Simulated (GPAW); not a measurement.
Set up this calculation in GPAW 26.7.0, as an ASE script.

```yaml
Task: equation of state
Functional: revPBE
Dispersion: D4
Potentials_or_basis: the program's PAW data sets (release 1.2.1) made for this functional
Cutoff: 600 eV
Basis: pw
k_mesh: 12 × 12 × 12
Occupations: fermi-dirac, width 0.05 eV
Spin: no spin polarisation
Maxiter: 150
Eos_scales: "[0.94, 0.96, 0.98, 1.0, 1.02, 1.04, 1.06]"
```

The structure of Ir lies in Ir.cif:

```cif
data_Ir
_cell_length_a 2.70906750
_cell_length_b 2.70906750
_cell_length_c 2.70906750
_cell_angle_alpha 60.00000000
_cell_angle_beta 60.00000000
_cell_angle_gamma 60.00000000
_space_group_name_H-M_alt 'P1'
_space_group_name_Hall 'P 1'
_space_group_IT_number 1
loop_
_space_group_symop_operation_xyz
'x,y,z'
loop_
_atom_site_label
_atom_site_type_symbol
_atom_site_symmetry_multiplicity
_atom_site_Wyckoff_symbol
_atom_site_fract_x
_atom_site_fract_y
_atom_site_fract_z
_atom_site_occupancy
Ir1 Ir 1 a 0.0000000000 0.0000000000 0.0000000000 1
```

These files were run (other wordings do the same):

run.py

```python
from ase.calculators.mixing import SumCalculator
from ase.eos import EquationOfState
from ase.io import Trajectory, read
from ase.units import GPa
from dftd4.ase import DFTD4
from gpaw import GPAW, PW

atoms = read('Ir.cif')

traj = Trajectory('eos.traj', 'w')
volumes, energies = [], []
for x in [0.94, 0.96, 0.98, 1.0, 1.02, 1.04, 1.06]:
    a = atoms.copy()
    a.set_cell(atoms.cell * x**(1 / 3), scale_atoms=True)
    calc = GPAW(mode=PW(600),
                xc='revPBE',
                kpts={'size': (12, 12, 12), 'gamma': True},
                occupations={'name': 'fermi-dirac', 'width': 0.05},
                nbands=16,
                convergence={'density': 1e-05, 'energy': 1e-05},
                maxiter=150,
                txt=f'eos-{x:.2f}.txt')
    a.calc = SumCalculator([calc, DFTD4(method='revpbe')])
    energies.append(a.get_potential_energy())
    volumes.append(a.get_volume())
    p = -a.get_stress()[:3].mean() / GPa
    calc.write(f'eos-{x:.2f}.gpw')
    traj.write(a)
    print(f'{x:.2f} {volumes[-1]:10.4f} A^3 {energies[-1]:14.6f} eV {p:9.3f} GPa', flush=True)

v0, e0, B = EquationOfState(volumes, energies, eos='birchmurnaghan').fit()
print(f'V0 = {v0:.4f} A^3, E0 = {e0:.6f} eV, B0 = {B / GPa:.2f} GPa')
```

Potentials or basis: the program's PAW data sets (release 1.2.1) made for this functional, pw.

Launch:

```console
$ OMP_NUM_THREADS=1 python run.py
```

Results of the run:

| Quantity | Value |
| --- | --- |
| Equilibrium volume | 13.96 Å³/atom |
| Bulk modulus | 389 GPa |
| Pressure derivative of the bulk modulus | 5.1 |

Run time: 78 s on 1 thread of Arm Neoverse V1, on a shared host, peak memory 0.21 GiB.
